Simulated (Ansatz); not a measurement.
# InAs (F-43m) in Ansatz: single point with PBE

Aim: the single point of InAs with PBE.

All numbers are computed with Ansatz 0.2.0; they aren't measurements. Logs are shortened: lines on timing, memory, paths and dates and some standing lists are left out, and cuts for length are marked.

**1. The cell of the first run**

Symmetry: F-43m, No. 216, cubic system. The conventional cell has a = 6.036 Å, b = 6.036 Å, c = 6.036 Å, α = 90.00°, β = 90.00°, γ = 90.00°. In (site symmetry -43m) has 4 As at 2.61 Å as nearest neighbours. As (site symmetry -43m) is surrounded by 4 In at 2.61 Å.

**2. Single point, PBE (strain_shear_xy = 0)**

Input file input.yaml:

```yaml
crystal:
  lattice:
    - [0.0, 3.018, 3.018]
    - [3.018, 0.0, 3.018]
    - [3.018, 3.018, 0.0]
  atoms:
    - { symbol: In, position: [0.0, 0.0, 0.0] }
    - { symbol: As, position: [0.75, 0.75, 0.75] }
kpoints:
  mp_grid: { grid: [8, 8, 8] }
scf:
  occupations: { method: fermi_dirac, width: 0.05 }
hamiltonian:
  xc: pbe
  pseudopotentials: { kind: all_electron, lapw: { basis_error: 0.001 } }
output:
  forces: true
  stress: true
  eigenvalues: true
```

Potentials or basis: all-electron LAPW, scalar-relativistic.

Launch:

```sh
ansatz run input.yaml --threads 1 --pin off --max-ram 3072MiB --backend cpu --events-out ev --progress --plain --runs-dir out
```

Standard output:

```text
Warning: RAYON_NUM_THREADS=1 ignored (pool sized by the plan → 1); use --threads N
LAPW: plane waves up to 8.619 Å⁻¹, error target 1.0e-3 eV per atom; small_component_spin mean_spin; As in spheres of 1.266 Å, 23 of its electrons in bands, Dirac shells []; In in spheres of 1.348 Å, 21 of its electrons in bands, Dirac shells [] (how accurate: hamiltonian.pseudopotentials.lapw.basis_error, Limitations)
Engine: ansatz 0.2.0, aarch64-unknown-linux-gnu
Pseudopotentials: kind: all_electron
Pseudopotential: In, LAPW, valence charge 21, lapw/all_electron/scalar/gaussian/In, Koelling and Harmon's equation, gaussian nucleus
Pseudopotential: As, LAPW, valence charge 23, lapw/all_electron/scalar/gaussian/As, Koelling and Harmon's equation, gaussian nucleus
Functional definition: PBE
  parameter kappa = 0.804
  parameter beta = 0.06672455060314922
  exchange = pbe_x(kappa = kappa, mu = beta*pi^2/3)
  correlation = pbe_c(beta = beta)
Crystal: 2 atoms, lattice volume = 54.978 Å³
Basis set: ecut = 283.0201242672384 eV, 609 PW (Γ), exchange–correlation at level 2
Bands: 27, of which v1, the nominal top of the filled ones, is band 22 counted from 1 (21 counted from 0)
Symmetry: 24 space group operations
Space group: F-43m (ITA 216), of the structure as read, at distance tolerance 3.8e-5 Å
k-points: 29 of 512 (time reversal used)
Non-local potential: In, projectors of the file, none
Non-local potential: As, projectors of the file, none
Initial density: superposition of atomic densities (chi_scale 0.1, normalization cell, long waves kept (reshape's long-wave potential 0.00 eV rms))
Initial wavefunctions: plane waves of lowest kinetic energy (no species holds an atomic orbital)
Functional: x = pbe(κ = 0.804, μ = 0.2195149727645171), c = pbe(β = 0.06672455060314922)
iter 1 solved again at ethr=2.00e-3 eV; its pass at ethr=1.00e-1 eV (dr2=8.82e-1 eV) is discarded
SCF iter   1: F=—  HF=-221570.600926 eV  |F-HF|=—  |Δ(HF+E_count)|=         —  Δρ=2.93e-2  dr2=8.83e-1  ethr=2.00e-3  ⟨swp⟩=2.0  Hψ=4983  notcnv=0
preconditioner: auto → none  [insulator: Δε(μ)=0.159 eV  Ē_g=15.129 eV  σ=0.050 eV  W_gap=0.60  n_scr=14 (ndim 8)  ℏωp=21.2 eV  f_vac=0.128  D(μ)=0.04/eV (n_scr^D=0)  ε∞_Penn≈3.0]
iter 2 solved again at ethr=9.79e-5 eV; its pass at ethr=2.00e-3 eV (dr2=4.31e-2 eV) is discarded
SCF iter   2: F=—  HF=-221570.345057 eV  |F-HF|=—  |Δ(HF+E_count)|=   2.56e-1  Δρ=9.20e-3  dr2=4.31e-2  ethr=9.79e-5  ⟨swp⟩=2.0  Hψ=3989  notcnv=0
SCF iter   3: F=—  HF=-221570.329540 eV  |F-HF|=—  |Δ(HF+E_count)|=         —  Δρ=4.66e-3  dr2=1.27e-2  ethr=9.79e-5  ⟨swp⟩=2.0  Hψ=2329  notcnv=0
the basis was enlarged: its passes take 153.8 KiB over the memory plan, 1 of 1 planned eigensolver slots
SCF iter   4: F=—  HF=-221570.329659 eV  |F-HF|=—  |Δ(HF+E_count)|=   1.20e-4  Δρ=1.68e-3  dr2=1.78e-3  ethr=2.89e-5  ⟨swp⟩=2.0  Hψ=2192  notcnv=0
SCF iter   5: F=—  HF=-221570.329609 eV  |F-HF|=—  |Δ(HF+E_count)|=   5.03e-5  Δρ=3.00e-4  dr2=6.41e-5  ethr=4.05e-6  ⟨swp⟩=2.0  Hψ=2203  notcnv=0
SCF iter   6: F=—  HF=-221570.329645 eV  |F-HF|=—  |Δ(HF+E_count)|=   3.58e-5  Δρ=5.73e-5  dr2=1.54e-6  ethr=1.46e-7  ⟨swp⟩=3.0  Hψ=2259  notcnv=0
SCF iter   7: F=-221570.329648 eV  HF=-221570.329648 eV  |F-HF|=1.27e-7  |Δ(HF+E_count)|=   3.48e-6  Δρ=9.52e-6  dr2=5.47e-8  ethr=3.50e-9  ⟨swp⟩=3.0  Hψ=2301  notcnv=0
SCF 1 converged in 7 iterations: F = -221570.329648 eV  dr2 = 5.47e-8
SCF converged after 7 iterations
Free energy (F): -221570.329648 eV
Harris-Foulkes:  -221570.329648 eV  (|F-HF|=1.27e-7)
Internal energy: -221570.329100 eV  (E = F + TS)
E sigma→0 (E₀):  -221570.329374 eV
Entropy (-TS):   -0.000549 eV (-0.274 meV/atom)
Fermi energy:    9.792667 eV
--- Per-component energies (eV) ---
  E_band       = -1912.396725
  E_kinetic    = 230887.849509
  E_xc         = -6636.097168
  E_electrostatic = -445822.081441  (all electrons and nuclei)
  E_smearing   = -0.000549  (= −TS)
  E_closure    = 0.000000  (closes the sum)
  E_atoms      = -221562.685075  (free atoms, spherical and without spin; not in F)
  Σ components = -221570.329648   (vs F -221570.329648, Δ=0.00e0)
  Basis errors (estimates in eV, not in F): energy 4.4e-4 per atom: plane waves 4.0e-4 (2.4e-4 summed), levels above the bands 2.4e-75, relativity 5.6e-8, radial functions 4.1e-5, core shells 4.0e-7; eigenvalues (radial functions only) 1.2e-6; not estimated: angular momenta, meshes, grids; target (lapw.basis_error) 1.0e-3; muffin-tin radii As 1.266 Å, In 1.348 Å
--- Forces (eV/Å), atoms counted from 1 ---
  atom   1  In     0.00000000    -0.00000000    -0.00000000
  atom   2  As    -0.00000000     0.00000000    -0.00000000
  max |Σ_I F_I| component: 3.24e-17 eV/Å
--- Stress (GPa, compression-positive) ---
        4.303378      -0.000000      -0.000000
       -0.000000       4.303378       0.000000
       -0.000000       0.000000       4.303378
  P = ⅓ Tr σ = 4.3034 GPa (43.034 kbar)
--- Band table (eV; the first three rows and the last of 29) ---
  k-point 0: bands = ["-174.8221", "-118.1939", "-118.1939", "-118.1939", "-105.4608", "-63.9469", "-63.9469", "-63.9469", "-25.2397", "-25.2397", "-25.2397", "-25.2318", "-25.2318", "-4.6576", "-4.6576", "-4.6576", "-4.5298", "-4.5298", "-2.1537", "9.5751", "9.7443", "9.7443", "9.7443", "13.6654", "13.6654", "13.6654", "17.2851"]
  k-point 1: bands = ["-174.8221", "-118.1939", "-118.1939", "-118.1939", "-105.4608", "-63.9469", "-63.9469", "-63.9469", "-25.2397", "-25.2397", "-25.2397", "-25.2318", "-25.2318", "-4.6782", "-4.6516", "-4.6516", "-4.5299", "-4.5299", "-1.9907", "7.8653", "9.5510", "9.5510", "10.8649", "13.8207", "13.9473", "13.9473", "18.1182"]
  k-point 2: bands = ["-174.8221", "-118.1939", "-118.1939", "-118.1939", "-105.4608", "-63.9469", "-63.9469", "-63.9469", "-25.2397", "-25.2396", "-25.2396", "-25.2318", "-25.2318", "-4.7247", "-4.6387", "-4.6387", "-4.5286", "-4.5286", "-1.5444", "6.0418", "9.1701", "9.1701", "11.0080", "14.3824", "14.3824", "14.9268", "18.1288"]
  k-point 28: bands = ["-174.8221", "-118.1939", "-118.1939", "-118.1939", "-105.4608", "-63.9470", "-63.9470", "-63.9469", "-25.2397", "-25.2397", "-25.2392", "-25.2318", "-25.2315", "-4.8204", "-4.6062", "-4.5819", "-4.5455", "-4.5216", "-0.0710", "4.0358", "6.7754", "6.8574", "13.9835", "14.0427", "14.7670", "15.8394", "19.6165"]
```

Run time: 15 s. Hardware: 1 thread of Arm Neoverse V2, shared host; peak memory 0.29 GiB.

What came out:

- Free energy: -221570.3296 eV
- Pressure: 4.3 GPa
- Band gap on the k mesh: none (metal or under the smearing width)
